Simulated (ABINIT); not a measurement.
# SnO (P4/nmm) in ABINIT: effective masses with LDA

Aim: the effective masses of SnO with LDA.

Program: ABINIT 10.8.3 (patched build). These are calculated values, not measurements. Logs are shortened: lines on timing, memory, paths and dates and some standing lists are left out, and cuts for length are marked. The log counts tension as positive stress, the text compression.

## 1. Starting point

The structure is tetragonal, space group P4/nmm (No. 129). Conventional cell: a = 3.814 Å, b = 3.814 Å, c = 4.887 Å, α = 90.00°, β = 90.00°, γ = 90.00°. Around Sn (site symmetry 4mm) lie 4 O at 2.23 Å. O (site symmetry -4m2) is surrounded by 4 Sn at 2.23 Å.

The cell is a database's computed one.

## 2. Effective masses, LDA

run.abi

```
# Datasets
ndtset 3

# Pseudopotentials
pp_dirpath "./"
pseudos "Sn.upf, O.upf"

# Structure
acell 3.81369522 3.81369522 4.8869133 Angstrom
rprim
     1.0000000000     0.0000000000     0.0000000000
     0.0000000000     1.0000000000     0.0000000000
     0.0000000000     0.0000000000     1.0000000000
ntypat 2
znucl 50 8
natom 4
typat 1 1 2 2
xred
            1/2            0.0   0.7646261400
            0.0            1/2   0.2353738600
            0.0            0.0            0.0
            1/2            1/2            0.0

# Plane-wave basis
ecut 35.0

# Exchange and correlation
ixc 7

# Bands and occupations
occopt 1

# SCF cycle
nstep 80
diemac 6.0

# Output
iomode 3
prteig 0
prtebands 0

# Dataset 1: ground state
kptopt1 1
ngkpt1 5 5 4
nshiftk1 1
shiftk1 0.0 0.0 0.0
nband1 20
tolvrs1 1.0e-14
prtden1 1
prtwf1 0

# Datasets 2 and 3: the band edges
kptopt2 0
nkpt2 2
kpt2
  0.0 0.0 0.0
  0.4000000000 0.4000000000 0.0
istwfk2 2*1
nband2 26
getden2 1
kptopt3 0
nkpt3 2
kpt3
  0.0 0.0 0.0
  0.4000000000 0.4000000000 0.0
istwfk3 2*1
nband3 26
getden3 1

# Dataset 2: bands at fixed density
iscf2 -2
nbdbuf2 2
tolwfr2 1.0e-20
nstep2 200

# Dataset 3: effective masses
iscf3 -3
getwfk3 2
rfelfd3 2
rfdir3 1 1 1
nqpt3 1
qpt3 0.0 0.0 0.0
tolwfr3 1.0e-20
nbdbuf3 2
nstep3 200
efmas3 1
efmas_bands3 20 20 21 21
efmas_calc_dirs3 1
efmas_n_dirs3 5
efmas_dirs3
  1 0 0
  0 1 0
  0 0 1
  1 1 0
  1 1 1
efmas_ntheta3 100
prtwf3 0
prtden3 0
prtpot3 0
```

Potentials or basis: PseudoDojo NC SR LDA v0.4.1 standard.

Command:

```bash
abinit run.abi > log 2>&1
```

run.abo:

```text
.Version 10.8.3 of ABINIT
 DATASET    1 : space group P4/n m m (#129); Bravais tP (primitive tetrag.)
================================================================================
 Values of the parameters that define the memory need for DATASET  1.
     intxc =       0    ionmov =       0      iscf =       7    lmnmax =       6
     lnmax =       6     mgfft =      50  mpssoang =       3    mqgrid =    3001
     natom =       4  nloc_mem =       1    nspden =       1   nspinor =       1
    nsppol =       1      nsym =      16    n1xccc =    2501    ntypat =       2
    occopt =       1   xclevel =       1
       mpw =        4775          nfft =       80000          nkpt =          18
================================================================================
================================================================================

 DATASET    2 : space group P4/n m m (#129); Bravais tP (primitive tetrag.)
================================================================================
 Values of the parameters that define the memory need for DATASET  2.
     intxc =       0    ionmov =       0      iscf =      -2    lmnmax =       6
     lnmax =       6     mgfft =      50  mpssoang =       3    mqgrid =    3001
     natom =       4  nloc_mem =       1    nspden =       1   nspinor =       1
    nsppol =       1      nsym =      16    n1xccc =    2501    ntypat =       2
    occopt =       1   xclevel =       1
       mpw =        4805          nfft =       80000          nkpt =           2
================================================================================
================================================================================

 DATASET    3 : space group P4/n m m (#129); Bravais tP (primitive tetrag.)
================================================================================
 Values of the parameters that define the memory need for DATASET  3 (RF).
     intxc =       0      iscf =      -3    lmnmax =      18     lnmax =       6
     mgfft =      50  mpssoang =       3    mqgrid =    3001     natom =       4
  nloc_mem =       1    nspden =       1   nspinor =       1    nsppol =       1
      nsym =      16    n1xccc =    2501    ntypat =       2    occopt =       1
   xclevel =       1
      nfft =       80000          nkpt =           2
================================================================================
================================================================================

--------------------------------------------------------------------------------
------------- Echo of variables that govern the present computation ------------
--------------------------------------------------------------------------------
 -outvars: echo values of preprocessed input variables --------
            acell      7.2068394935E+00  7.2068394935E+00  9.2349277381E+00 Bohr
              amu      1.18710000E+02  1.59994000E+01
           diemac      6.00000000E+00
             ecut      3.50000000E+01 Hartree
           getden1          0
           getden2          1
           getden3          1
           getwfk1          0
           getwfk2          0
           getwfk3          2
             iscf1          7
             iscf2         -2
             iscf3         -3
              ixc           7
           jdtset        1    2    3
           kptopt1          1
           kptopt2          0
           kptopt3          0
         kptrlatt        5    0    0      0    5    0      0    0    4
          kptrlen1     3.60341975E+01
          kptrlen2     3.00000000E+01
          kptrlen3     3.00000000E+01
            natom           4
            nband1         20
            nband2         26
            nband3         26
           nbdbuf1          0
           nbdbuf2          2
           nbdbuf3          2
           ndtset           3
            ngfft          40      40      50
             nkpt1         18
             nkpt2          2
             nkpt3          2
             nqpt1          0
             nqpt2          0
             nqpt3          1
            nstep1         80
            nstep2        200
            nstep3        200
             nsym          16
           ntypat           2
        optdriver1          0
        optdriver2          0
        optdriver3          1
           prtden1          1
           prtden2          1
           prtden3          0
        prtebands           0
           prteig           0
            prtwf1          0
            prtwf2          1
[... 306 lines left out ...]

 ----iterations are completed or convergence reached----

 Mean square residual over all n,k,spin=   56.515E-22; max=  97.709E-22
 reduced coordinates (array xred) for    4 atoms
       0.500000000000      0.000000000000      0.764626140000
       0.000000000000      0.500000000000      0.235373860000
       0.000000000000      0.000000000000      0.000000000000
       0.500000000000      0.500000000000      0.000000000000

 cartesian coordinates (angstrom) at end:
    1      1.90684761000000     0.00000000000000     3.73666165309366
    2      0.00000000000000     1.90684761000000     1.15025164690634
    3      0.00000000000000     0.00000000000000     0.00000000000000
    4      1.90684761000000     1.90684761000000     0.00000000000000
 length scales=  7.206839493484  7.206839493484  9.234927738056 bohr
              =  3.813695220000  3.813695220000  4.886913300000 angstroms
 Eigenvalues (hartree) for nkpt=   2  k points:
 kpt#   1, nband= 26, wtk=  1.00000, kpt=  0.0000  0.0000  0.0000 (reduced coord)
  -0.60997   -0.59521   -0.59521   -0.59465   -0.59326   -0.59291   -0.59124   -0.59087
  -0.59050   -0.59050   -0.53911   -0.43784   -0.09268   -0.05067   -0.03771   -0.03771
   0.06572    0.07654    0.07654    0.18878    0.26482    0.34338    0.36444    0.36444
   0.39489    0.39489
 kpt#   2, nband= 26, wtk=  1.00000, kpt=  0.4000  0.4000  0.0000 (reduced coord)
  -0.60844   -0.60740   -0.59368   -0.59367   -0.59289   -0.59250   -0.59039   -0.59028
  -0.59018   -0.58995   -0.48044   -0.47018   -0.13980   -0.13090   -0.00423    0.00825
   0.08148    0.09292    0.09941    0.13135    0.21235    0.23074    0.35150    0.36380
   0.44622    0.46181
[... 4 lines left out ...]
--- !DatasetInfo
iteration_state: {dtset: 3, }
dimensions: {natom: 4, nkpt: 2, mband: 26, nsppol: 1, nspinor: 1, nspden: 1, mpw: 4805, }
cutoff_energies: {ecut:  35.0, pawecutdg:  -1.0, }
electrons: {nelect:   4.00000000E+01, charge:   0.00000000E+00, occopt:   1.00000000E+00, tsmear:   1.00000000E-02, }
meta: {optdriver: 1, rfelfd: 2, }
...

 mkfilename : getwfk/=0, take file _WFK from output of DATASET   2.

 mkfilename : getden/=0, take file _DEN from output of DATASET   1.

 Exchange-correlation functional for the present dataset will be:
  LDA: Perdew-Wang 92 LSD fit to Ceperley-Alder data - ixc=7
  J.P.Perdew and Y.Wang, PRB 45, 13244 (1992)

 Real(R)+Recip(G) space primitive vectors, cartesian coordinates (Bohr,Bohr^-1):
 R(1)=  7.2068395  0.0000000  0.0000000  G(1)=  0.1387571  0.0000000  0.0000000
 R(2)=  0.0000000  7.2068395  0.0000000  G(2)=  0.0000000  0.1387571  0.0000000
 R(3)=  0.0000000  0.0000000  9.2349277  G(3)=  0.0000000  0.0000000  0.1082846
 Unit cell volume ucvol=  4.7964862E+02 bohr^3
 Angles (23,13,12)=  9.00000000E+01  9.00000000E+01  9.00000000E+01 degrees
 setup1 : take into account q-point for computing boxcut.

 getcut: wavevector=  0.0000  0.0000  0.0000  ngfft=  40  40  50
         ecut(hartree)=     35.000   => boxcut(ratio)=   2.03300

--- Pseudopotential description ------------------------------------------------
- pspini: atom type   1  psp file is ./Sn.upf
  50.00000  14.00000  180309                  znucl, zion, pspdat
12 -1012 2 -1 1608                            pspcod,pspxc,lmax,lloc,mmax
     nproj     2     2     2

- pspini: atom type   2  psp file is ./O.upf
   8.00000   6.00000  201201                  znucl, zion, pspdat
12 -1012 2 -1 926                             pspcod,pspxc,lmax,lloc,mmax
     nproj     2     2     1

--------------------------------------------------------------------------------

 ==>  initialize data related to q vector <==

 The list of irreducible perturbations for this q vector is:
    1)    idir= 1    ipert=   5
    2)    idir= 2    ipert=   5
    3)    idir= 3    ipert=   5

================================================================================
[... 177 lines left out ...]
 2DEtotal=   -0.3666562669E+02 Ha. Also 2DEtotal=   -0.997722529738E+03 eV
    (  non-var. 2DEtotal :   -3.6665626687E+01 Ha)

 CALCULATION OF EFFECTIVE MASSES
 NOTE : Additional infos (eff. mass eigenvalues, eigenvectors and, if degenerate, average mass) are available in stdout.

--- !WARNING
message: |

    Band(s)    20,
    are not band extrema, but saddle points;
    the transport equivalent formalism breaks down in these conditions.
    The associated tensor(s) will therefore not be printed.
...

 K-point ( 0.000, 0.000, 0.000) | band =    20
 Effective mass tensor:
     *** SADDLE POINT: TRANSPORT EQV. EFF. MASS NOT DEFINED (see WARNING above) ***
 Angular average effective mass 1/(<1/m>)=  -5.3236977516
 Angular average effective mass for Frohlich model (<m**0.5>)**2=  -5.4488616423
 Effective masses along directions: (cart. coord. / red. coord. -> eff. mass)
    1:   1.000000  0.000000  0.000000 /   1.000000  0.000000  0.000000 ->   3.3087120409
    2:   0.000000  1.000000  0.000000 /   0.000000  1.000000  0.000000 ->   3.3087120431
    3:   0.000000  0.000000  1.000000 /   0.000000  0.000000  1.000000 ->  -0.8561769159
    4:   0.707107  0.707107  0.000000 /   0.707107  0.707107  0.000000 ->   3.3087120420
    5:   0.577350  0.577350  0.577350 /   0.523997  0.523997  0.671456 ->  -5.3236977514

 K-point ( 0.400, 0.400, 0.000) | band =    21
 Effective mass tensor:
              0.6042353686              0.4254179067             -0.0000294259
              0.4254179067              0.6042346053             -0.0000119338
             -0.0000294259             -0.0000119338              0.4913706524
 Effective mass tensor eigenvalues:
              0.1788170797              0.4913706513              1.0296528953
 Angular average effective mass 1/(<1/m>)=   0.3488927229
 Angular average effective mass for Frohlich model (<m**0.5>)**2=   0.4055449964
 Effective masses along directions: (cart. coord. / red. coord. -> eff. mass)
    1:   1.000000  0.000000  0.000000 /   1.000000  0.000000  0.000000 ->   0.3047152909
    2:   0.000000  1.000000  0.000000 /   0.000000  1.000000  0.000000 ->   0.3047149067
    3:   0.000000  0.000000  1.000000 /   0.000000  0.000000  1.000000 ->   0.4913706507
    4:   0.707107  0.707107  0.000000 /   0.707107  0.707107  0.000000 ->   1.0296528919
    5:   0.577350  0.577350  0.577350 /   0.523997  0.523997  0.671456 ->   0.7542067315

 END OF EFFECTIVE MASSES SECTION

================================================================================

 ---- first-order wavefunction calculations are completed ----

 Total localisation tensor (bohr^2) in cartesian coordinates
  WARNING : still subject to testing - especially symmetries.
      direction              matrix element
   alpha     beta       real part   imaginary part
     1        1       1.4128626746   -0.0000000000
     1        2       0.0000000000    0.0000000000
     1        3       0.0000000000    0.0000000000
     2        1       0.0000000000    0.0000000000
     2        2       1.4128919801   -0.0000000000
     2        3       0.0000000000    0.0000000000
     3        1       0.0000000000    0.0000000000
     3        2       0.0000000000    0.0000000000
     3        3       1.0042152967    0.0000000000

 respfn : d/dk was computed, but no 2DTE, so no DDB output.

== END DATASET(S) ==============================================================
================================================================================

 -outvars: echo values of variables after computation  --------
            acell      7.2068394935E+00  7.2068394935E+00  9.2349277381E+00 Bohr
           etotal1    -1.9020286796E+02
           etotal3    -3.6665626687E+01
            fcart1    -6.3623645507E-31 -6.3965708117E-31  3.8584160511E-03
                       2.1207881836E-31  2.3602320107E-31 -3.8584160511E-03
                       6.4991895948E-31 -2.7022946210E-31 -0.0000000000E+00
                      -2.2576132277E-31  6.7386334220E-31 -0.0000000000E+00
           strten1     1.3396960577E-04  1.3396960577E-04  1.2257677743E-04
                       0.0000000000E+00  0.0000000000E+00  0.0000000000E+00
           xangst      1.9068476100E+00  0.0000000000E+00  3.7366616531E+00
                       0.0000000000E+00  1.9068476100E+00  1.1502516469E+00
                       0.0000000000E+00  0.0000000000E+00  0.0000000000E+00
                       1.9068476100E+00  1.9068476100E+00  0.0000000000E+00
             xred      5.0000000000E-01  0.0000000000E+00  7.6462614000E-01
                       0.0000000000E+00  5.0000000000E-01  2.3537386000E-01
                       0.0000000000E+00  0.0000000000E+00  0.0000000000E+00
                       5.0000000000E-01  5.0000000000E-01  0.0000000000E+00
 Calculation completed.
```

It took 64 s on 1 thread of AMD EPYC 9R45 (Zen 5), shared host; peak memory 0.48 GiB.

Results:

```
Free energy   : -5175.6837 eV
Largest force : 0.198 eV/Å
```

Forces on the atoms (eV/Å):
```
Sn   0.000  0.000  0.198
Sn   0.000  0.000 -0.198
O    0.000  0.000  0.000
O    0.000  0.000  0.000
```

Effective masses (electron masses):
| k point | band | state | eigenvalues of the tensor | along 100, 010, 001, 110, 111 |
| --- | --- | --- | --- | --- |
| (0.00, 0.00, 0.00) | 20 | filled | - | 3.309, 3.309, -0.856, 3.309, -5.324 |
| (0.40, 0.40, 0.00) | 21 | empty | 0.179, 0.491, 1.030 | 0.305, 0.305, 0.491, 1.030, 0.754 |

Caveat: the masses are taken at a mesh point that needn't be the band's extremum.
